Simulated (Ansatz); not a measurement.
**Relaxation of Rb**

All numbers below come from DFT PBEsol, scalar-relativistic, plane waves, PAW (Ansatz 0.2.0). Run with 420 eV cutoff, 12×12×4 k-mesh, Gaussian smearing of 0.10 eV, no spin polarisation.

What was changed: uniaxial strain along c, with a, b and atoms relaxed: -3.0 %.

Command:

```bash
ansatz run input.yaml --threads 1 --pin off --max-ram 2560MiB --backend cpu --events-out ev --progress --plain --runs-dir out
```

Input:

```yaml
crystal:
  lattice:
    - [4.8749611369, 0.0, 0.0]
    - [0.0, 4.7301988725, 0.0]
    - [0.0, 0.0, 15.205925336]
  atoms:
    - { symbol: Rb, position: [0.2500125579, 0.25, 0.8815607574] }
    - { symbol: Rb, position: [0.2499874421, 0.75, 0.3815607574] }
    - { symbol: Rb, position: [0.7500125579, 0.25, 0.6184392426] }
    - { symbol: Rb, position: [0.7499874421, 0.75, 0.1184392426] }
basis:
  ecutwfc: 420
kpoints:
  mp_grid: { grid: [12, 12, 4] }
hamiltonian:
  xc: pbesol
scf:
  occupations: { method: gaussian, width: 0.1 }
output:
  forces: true
  stress: true
  eigenvalues: true
relax:
  adjacent_minimum: "off"
  f_tol: 0.008
  max_steps: 40
  cell: { stress_tol: 0.015, fix: [c, angles] }
```

F is the free energy. Steps run on the plane waves of an earlier cell, but the last one, and at times one on the way, on a freshly chosen basis, so a repeated geometry can differ a little in energy. The held parts of the cell keep their stress, so P needn't end at zero.

Steps:

```tsv
step	F − F(1) (eV)	largest force component (eV/Å)	V (Å³/atom)	P (GPa)
1	0.0000	0.004	87.660	0.05
2	-0.0001	0.004	87.665	0.05
3	-0.0008	0.001	87.724	0.04
4	-0.0008	0.001	87.724	0.04
```

Relaxed structure:

```yaml
crystal:
  lattice:
    - [4.91526, 0.00000, 0.00000]
    - [0.00000, 4.69481, 0.00000]
    - [0.00000, 0.00000, 15.20593]
  atoms:
    - { symbol: Rb, position: [0.25000, 0.25000, 0.88172] }
    - { symbol: Rb, position: [0.25000, 0.75000, 0.38172] }
    - { symbol: Rb, position: [0.75000, 0.25000, 0.61828] }
    - { symbol: Rb, position: [0.75000, 0.75000, 0.11828] }
```

It takes space group Cmcm (No. 63, orthorhombic). Conventional cell: a = 4.695 Å, b = 15.206 Å, c = 4.915 Å, α = 90.00°, β = 90.00°, γ = 90.00°.

The run converged. Time: 3.9 min on 1 thread of Arm Neoverse V1, with other jobs on the host, peak memory 1.1 GiB.